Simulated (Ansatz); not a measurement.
# From the elastic tensor of Mo at 5 GPa (stress–strain coefficients) to moduli and sound speeds

Method: Ansatz 0.2.0, DFT PBEsol, scalar-relativistic, plane waves, PAW. Plane waves to 420 eV; Γ-centred k mesh 20×20×20; Fermi-Dirac smearing of 0.15 eV. No spin polarisation.

Symmetry: Im-3m, No. 229, cubic system. Conventional cell: a = 3.112 Å, b = 3.112 Å, c = 3.112 Å, α = 90.00°, β = 90.00°, γ = 90.00°. Around Mo (site symmetry m-3m) lie 8 Mo at 2.70 Å.

In a metal, frequencies and elastic constants depend on the k mesh and the smearing, soft modes and shear constants most.

Relaxed-ion constants (GPa, on the Cartesian axes of the calculation):
C11 = 520.7, C12 = 189.2, C13 = 189.2, C22 = 520.7, C23 = 189.2, C33 = 520.7, C44 = 113.2, C55 = 113.2, C66 = 113.2 GPa; the others vanish.

Density 10.572 g/cm³; 1 atom in 15.07 Å³.

The values that follow are for a polycrystal of randomly turned grains, by Hill's mean where one number stands.

With S = C⁻¹: B_V = (C11+C22+C33+2(C12+C13+C23))/9, G_V = (C11+C22+C33−C12−C13−C23+3(C44+C55+C66))/15, 1/B_R = S11+S22+S33+2(S12+S13+S23), 15/G_R = 4(S11+S22+S33−S12−S13−S23)+3(S44+S55+S66); Hill is their mean. Then v_l = √((B+4G/3)/ρ), v_t = √(G/ρ), v_m = [(2/v_t³+1/v_l³)/3]^(−1/3) and Θ = (ħ/k_B)·v_m·(6π²n/V)^(1/3) for n atoms in the volume V; E = 9BG/(3B+G), ν = (3B−2G)/(2(3B+G)) and A^U = 5G_V/G_R + B_V/B_R − 6.

| Item | Value |
| --- | --- |
| Bulk modulus, Voigt / Reuss / Hill | 299.7 / 299.7 / 299.7 GPa |
| Shear modulus, Voigt / Reuss / Hill | 134.2 / 129.6 / 131.9 GPa |
| Young's modulus | 345 GPa |
| Poisson ratio | 0.308 |
| Pugh ratio B/G | 2.27 |
| Universal anisotropy index | 0.18 |
| Longitudinal and transverse sound speeds | 6707 and 3532 m/s |
| Debye temperature from the mean sound speed | 476 K |

Cost: 1 run of about 0.52 core-minutes, on AMD EPYC 9R45 (Zen 5) (shared hosts).

Compressed bcc Mo is stiff in both volume and shape, and it meets the elastic stability conditions for homogeneous strain. Its tetragonal shear stiffness, (C11 − C12)/2, exceeds C44, so the crystal is stiffest along the cube axes, the reverse of the order in most cubic metals. The usual explanation is the roughly half-filled d band: bonding states are largely occupied, antibonding ones largely empty, and the Fermi level lies near a pseudogap that favours bcc. Tetragonal strain leads towards fcc and erodes this advantage, hence the strong resistance. C12 lies above C44 by far more than the applied pressure alone would give with central pair forces, which points to many-body metallic bonding.

The averaged anisotropy is nevertheless small, because the two shear stiffnesses differ only moderately. The B/G ratio of 2.27 would conventionally suggest ductility, but it doesn't establish it for Mo, whose low-temperature brittleness is governed by screw-dislocation mobility and grain-boundary cohesion, neither of which is contained in the elastic tensor.
